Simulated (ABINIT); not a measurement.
# HfC: equation of state with PBE

HfC:

```xyz
2
Lattice="0.0000 2.3250 2.3250 2.3250 0.0000 2.3250 2.3250 2.3250 0.0000" Properties=species:S:1:pos:R:3 pbc="T T T"
Hf    2.3250    2.3250    2.3250
C     0.0000    0.0000    0.0000
```

* Program: ABINIT 10.8.3 (patched build)
* Task: equation of state
* Functional: PBE
* Potentials or basis: PseudoDojo NC SR PBE v0.5 standard
* Cutoff: 1116 eV
* k mesh: 10 × 10 × 10
* Occupations: fermi-dirac, width 0.05 eV
* Spin: no spin polarisation

```yaml
Equilibrium_volume: 12.59 Å³/atom
Bulk_modulus: 237 GPa
Pressure_derivative_of_the_bulk_modulus: 4.0
```

Energy against volume, from the lowest point:
```csv
volume (Å³/atom),energy (meV/atom)
11.814,39.61
12.065,17.54
12.317,4.63
12.568,0.00
12.819,2.87
13.071,12.53
13.322,28.32
```

Wall time 4 min on 1 thread of Arm Neoverse V1, on a shared host, peak memory 0.11 GiB.

Caveat: pressures at fixed basis lie under the slope of the energies. Spin-orbit coupling is left out, which matters for the levels of Hf.
